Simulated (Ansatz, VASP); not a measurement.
# Mg2S: VASP beside Ansatz

```
CELL_PARAMETERS angstrom
-2.95913 2.95913 3.45910
2.95913 -2.95913 3.45910
2.95913 2.95913 -3.45910
ATOMIC_POSITIONS crystal
Mg 0.17989 0.67989 0.85978
Mg 0.32011 0.17989 0.50000
Mg 0.67989 0.82011 0.50000
Mg 0.82011 0.32011 0.14022
S 0.75000 0.75000 0.00000
S 0.25000 0.25000 0.00000
```

Alike in both runs: functional PBE; k mesh 10 × 10 × 10; occupations gaussian, width 0.1 eV; no spin polarisation.

Ansatz relaxed the structure, and its values are those at the end. VASP's run is a single point on that final structure, the one shown.

```csv
,VASP,Ansatz
version,VASP 6.6.1,Ansatz 0.2.0
potentials or method,"VASP PAW PBE potentials, release 64 (Mg, S)","scalar-relativistic, plane waves, PAW"
plane-wave cutoff (eV),520,420
valence electrons in the cell,20,52
```

|  | VASP | Ansatz | Ansatz less VASP |
| --- | --- | --- | --- |
| gap on the k mesh at the Fermi level (eV) | none | none | - |
| pressure (GPa) | -0.2 | 0.0 | +0.18 |

A gap of «none» marks a metal or a gap that the smearing closes. The two sets of potentials don't hold the same shells in valence.
